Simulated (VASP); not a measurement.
# Na (I4/mmm) in VASP: notebook

The runs below take Na through single point, with PBE.

Everything below comes from runs of VASP 6.6.1. Logs are shortened: lines on timing, memory, paths and dates and some standing lists are left out, and cuts for length are marked.

### Step 1. The crystal as given

The structure is tetragonal, space group I4/mmm (No. 139). The conventional cell has a = 3.777 Å, b = 3.777 Å, c = 5.275 Å, α = 90.00°, β = 90.00°, γ = 90.00°. Na (site symmetry 4/mmm) is surrounded by 12 Na at 3.75 to 3.78 Å.

This isn't the form of Na at room conditions, which is bcc.

### Step 2. Single point, PBE

File INCAR:

```
PREC = Accurate
ENCUT = 650
EDIFF = 1E-6
ISMEAR = 1
SIGMA = 0.1
LREAL = F
LASPH = T
NELM = 100
ALGO = Normal
ISIF = 2
LWAVE = F
LCHARG = F
GGA = PE
NBANDS = 10
ADDGRID = F
```

File KPOINTS:

```
Automatic mesh
0
Gamma
  4 4 4
```

File POSCAR:

```
Na
1.0
   -1.8882910800      1.8882910800      2.6372766800
    1.8882910800     -1.8882910800      2.6372766800
    1.8882910800      1.8882910800     -2.6372766800
Na
1
Direct
    0.0000000000      0.0000000000      0.0000000000
```

Potentials or basis: VASP PAW PBE potentials, release 64 (Na_pv).

Started as:

```
$ cat potpaw_PBE.64/Na_pv/POTCAR > POTCAR
$ mpirun -np 1 vasp_std > vasp.out
```

OUTCAR:

```text
PREC = Accurate
   ENCUT = 650
   EDIFF = 1E-6
   ISMEAR = 1
   LREAL = F
   LASPH = T
   NELM = 100
   ISIF = 2
   GGA = PE

 Found     13 irreducible k-points:

 Following reciprocal coordinates:
            Coordinates               Weight
  0.000000  0.000000  0.000000      1.000000
  0.250000 -0.000000  0.000000      8.000000
  0.500000 -0.000000  0.000000      4.000000
  0.250000  0.250000  0.000000      8.000000
  0.500000  0.250000  0.000000     16.000000
 -0.250000  0.250000  0.000000      4.000000
   k-points           NKPTS =     13   k-points in BZ     NKDIM =     13   number of bands    NBANDS=     10
   number of dos      NEDOS =    301   number of ions     NIONS =      1
   total plane-waves  NPLWV =  32768
   dimension x,y,z NGX =    32 NGY =   32 NGZ =   32
   dimension x,y,z NGXF=    64 NGYF=   64 NGZF=   64
   ions per type =               1
   NGX,Y,Z   is equivalent  to a cutoff of  14.17, 14.17, 14.17 a.u.
   NGXF,Y,Z  is equivalent  to a cutoff of  28.35, 28.35, 28.35 a.u.
 SYSTEM =  unknown system
   PREC   = accura    normal or accurate (medium, high low for compatibility)
   ISTART =      0    job   : 0-new  1-cont  2-samecut
   ICHARG =      2    charge: 1-file 2-atom 10-const
   ISPIN  =      1    spin polarized calculation?
   LNONCOLLINEAR =      F non collinear calculations
   LSORBIT =      F    spin-orbit coupling
   LASPH  =      T    aspherical Exc in radial PAW
   ENCUT  =  650.0 eV  47.77 Ry    6.91 a.u.   7.80  7.80  7.80*2*pi/ulx,y,z
   NELM   =    100;   NELMIN=  2; NELMDL= -5     # of ELM steps
   EDIFF  = 0.1E-05   stopping-criterion for ELM
   LREAL  =      F    real-space projection
   EDIFFG = 0.1E-04   stopping-criterion for IOM
   NSW    =      0    number of steps for IOM
   IBRION =     -1    ionic relax: 0-MD 1-quasi-New 2-CG
   NFREE  =      0    steps in history (QN), initial steepest desc. (CG)
   ISIF   =      2    stress and relaxation
   ISYM   =      2    0-nonsym 1-usesym 2-fastsym
   POTIM  = 0.5000    time-step for ionic-motion
   TEBEG  =    0.0;   TEEND  =   0.0 temperature during run
   PSTRESS=    0.0 pullay stress
   NELECT =       7.0000    total number of electrons
   NUPDOWN=      -1.0000    fix difference up-down
   EMIN   =  10.00;   EMAX   =-10.00  energy-range for DOS
   EFERMI =   0.00;   METHOD = LEGACY
   ISMEAR =     1;   SIGMA  =   0.10  broadening in eV -4-tet -1-fermi 0-gaus
   EFERMI_NEDOS =   21; number of points for ismear=-14 and -15
   IALGO  =     38    algorithm
   IMIX   =      4    mixing-type and parameters
     AMIX     =   0.40;   BMIX     =  1.00
     AMIX_MAG =   1.60;   BMIX_MAG =  1.00
  volume/ion in A,a.u.               =      37.61       253.83
  Fermi-wavevector in a.u.,A,eV,Ry     =   0.934666  1.766262 11.886050  0.873600
  Thomas-Fermi vector in A             =   2.061494
   LORBIT       =      0    0 simple, 1 ext, 2 COOP (PROOUT), +10 PAW based schemes
   GGA     = PE    functional components
   LHFCALC =     F    Hartree Fock is set to
   AEXX    =    0.0000 exact exchange contribution
   IVDW    =     0    specifies the selected vdW correction
   LEPSILON=     F    determine dielectric tensor
   LRPA    =     F    only Hartree local field effects (RPA)
 non-spin polarized calculation
 Methfessel and Paxton  Order N= 1 SIGMA  =   0.10
  energy-cutoff  :      650.00
  volume of cell :       37.61
 maximum number of plane-waves:      1432
   NGX = 15   NGY = 15   NGZ = 15

 number of electron       7.0000006 magnetization

 Free energy of the ion-electron system (eV)
  ---------------------------------------------------
  ext. energy  EPLUGINS =         0.00000000
  ---------------------------------------------------
  free energy    TOTEN  =        -1.20599811 eV

  energy without entropy =       -1.20102407  energy(sigma->0) =       -1.20434010

 E-fermi :   0.6437     XC(G=0):  -6.4645

 val. band max:       -0.2697837560   @ k =   0.2500   0.2500   0.0000
 cond. band min:       0.6659176956   @ k =   0.5000   0.2500   0.0000
 fundamental gap:      0.9357014517
 Fermi energy:         0.6437171643

 k-point     1 :       0.0000    0.0000    0.0000
  band No.  band energies     occupation
      1     -24.6240      2.00000
      2     -24.6220      2.00000
      3     -24.6219      2.00000
      4      -2.9617      2.00000
      5      11.2809      0.00000
      6      11.2809      0.00000
      7      11.3205      0.00000
      8      12.3812      0.00000
      9      12.8239      0.00000
     10      12.8252      0.00000

 k-point     2 :       0.2500   -0.0000    0.0000
  band No.  band energies     occupation
      1     -24.6394      2.00000
      2     -24.6254      2.00000
      3     -24.6244      2.00000
      4      -1.9402      2.00000
      5       5.7590      0.00000
      6      10.3840      0.00000
      7      10.4815      0.00000
      8      11.6336      0.00000
      9      12.8057      0.00000
     10      13.0422      0.00000

 k-point     3 :       0.5000   -0.0000    0.0000
  band No.  band energies     occupation
      1     -24.6559      2.00000
      2     -24.6276      2.00000
      3     -24.6269      2.00000
      4       0.8403     -0.01785
      5       1.2330     -0.00000
      6      10.2547      0.00000
      7      10.4203      0.00000
      8      11.2652      0.00000
      9      11.3037      0.00000
     10      11.5544      0.00000

 k-point     4 :       0.2500    0.2500    0.0000
  band No.  band energies     occupation
      1     -24.6470      2.00000
      2     -24.6358      2.00000
      3     -24.6274      2.00000
      4      -0.2698      2.00000
      5       4.4247      0.00000
      6       5.3070      0.00000
      7       9.6641      0.00000
      8      10.5516      0.00000
      9      13.9121      0.00000
     10      14.9707      0.00000

 k-point     5 :       0.5000    0.2500    0.0000
  band No.  band energies     occupation
      1     -24.6497      2.00000
      2     -24.6360      2.00000
      3     -24.6310      2.00000
      4       0.6659      0.63432
      5       3.2760      0.00000
      6       5.7738      0.00000
      7       8.2410      0.00000
      8       8.9192      0.00000
      9      13.6849      0.00000
     10      15.3158      0.00000

 k-point     6 :      -0.2500    0.2500    0.0000
  band No.  band energies     occupation
      1     -24.6379      2.00000
      2     -24.6302      2.00000
      3     -24.6277      2.00000
      4      -1.6151      2.00000
      5       7.8565      0.00000
      6       8.2465      0.00000
      7       8.5108      0.00000
      8       8.5225      0.00000
      9      10.8009      0.00000
     10      17.1672      0.00000

 [... further k-points ...]

------------------------ aborting loop because EDIFF is reached ----------------------------------------

  FORCE on cell =-STRESS in cart. coord.  units (eV):
  Direction    XX          YY          ZZ          XY          YZ          ZX
  --------------------------------------------------------------------------------------
  -------------------------------------------------------------------------------------
  Total        0.1565098      0.1565098     -0.2203930      0.0000000      0.0000000      0.0000000
  in kB        6.6665113      6.6665113     -9.3876055      0.0000000      0.0000000      0.0000000
  external PRESSURE =       1.3151390 kB  Pullay stress =       0.0000000 kB

 VOLUME and BASIS-vectors are now :
 -----------------------------------------------------------------------------
  energy-cutoff  :      650.00
  volume of cell :       37.61
      direct lattice vectors                 reciprocal lattice vectors
    -1.888291080  1.888291080  2.637276680     0.000000000  0.264789685  0.189589512
     1.888291080 -1.888291080  2.637276680     0.264789685  0.000000000  0.189589512
     1.888291080  1.888291080 -2.637276680     0.264789685  0.264789685  0.000000000

 POSITION                                       TOTAL-FORCE (eV/Angst)
 -----------------------------------------------------------------------------------
      0.00000      0.00000      0.00000         0.000000      0.000000      0.000000
 -----------------------------------------------------------------------------------
    total drift:                                0.000000      0.000000     -0.000000

  FREE ENERGIE OF THE ION-ELECTRON SYSTEM (eV)
  ---------------------------------------------------
  free  energy   TOTEN  =        -1.2059981088 eV

  energy  without entropy=       -1.2010240692  energy(sigma->0) =       -1.20434010
```

It took 2.7 s on 1 thread of AMD EPYC 9R45 (Zen 5), shared host; peak memory 0.13 GiB.

The run converged, but some of its settings lie outside the range that counts as converged, so its numbers aren't taken as properties of the crystal.

Results:

| Item | Value |
| --- | --- |
| Free energy | -1.2060 eV |
| Pressure | 0.1 GPa |
| Band gap on the k mesh | none (metal or under the smearing width) |

Caveat: the k mesh is coarse (spacing up to 0.59 Å⁻¹), so the values aren't converged.

### Step 3. Single point, PBE

Changes to INCAR since step 2:

```diff
@@ -1,3 +1,3 @@
 PREC = Accurate
-ENCUT = 650
+ENCUT = 460
 EDIFF = 1E-6
```

File KPOINTS:

```
Automatic mesh
0
Gamma
  5 5 5
```

POSCAR is that of step 2.

Potentials or basis: VASP PAW PBE potentials, release 64 (Na_pv).

Started as:

```
$ cat potpaw_PBE.64/Na_pv/POTCAR > POTCAR
$ mpirun -np 1 vasp_std > vasp.out
```

Run time: 2.7 s. Hardware: 1 thread of AMD EPYC 9R45 (Zen 5), shared host; peak memory 0.11 GiB.

These settings aren't checked as converged: the numbers below hold their error.

Results:

```yaml
Free_energy: -1.3551 eV
Pressure: -0.3 GPa
Band_gap_on_the_k_mesh: none (metal or under the smearing width)
```

Caveat: the k mesh is coarse (spacing up to 0.47 Å⁻¹), so the values aren't converged.

### Step 4. Single point, PBE

Changes to INCAR since step 3:

```diff
@@ -4,3 +4,3 @@
 ISMEAR = 1
-SIGMA = 0.1
+SIGMA = 0.4
 LREAL = F
```

KPOINTS is that of step 3.

POSCAR is that of step 3.

Started as:

```
$ cat potpaw_PBE.64/Na_pv/POTCAR > POTCAR
$ mpirun -np 1 vasp_std > vasp.out
```

Wall time 2.7 s (1 thread of AMD EPYC 9R45 (Zen 5), shared host); peak memory 0.11 GiB.

These settings aren't checked as converged: the numbers below hold their error.

Results:

```
Free energy            : -1.3550 eV
Pressure               : -0.4 GPa
Band gap on the k mesh : none (metal or under the smearing width)
```

Caveat: the k mesh is coarse (spacing up to 0.47 Å⁻¹), so the values aren't converged.

(Part 1 of 2 ends here.)
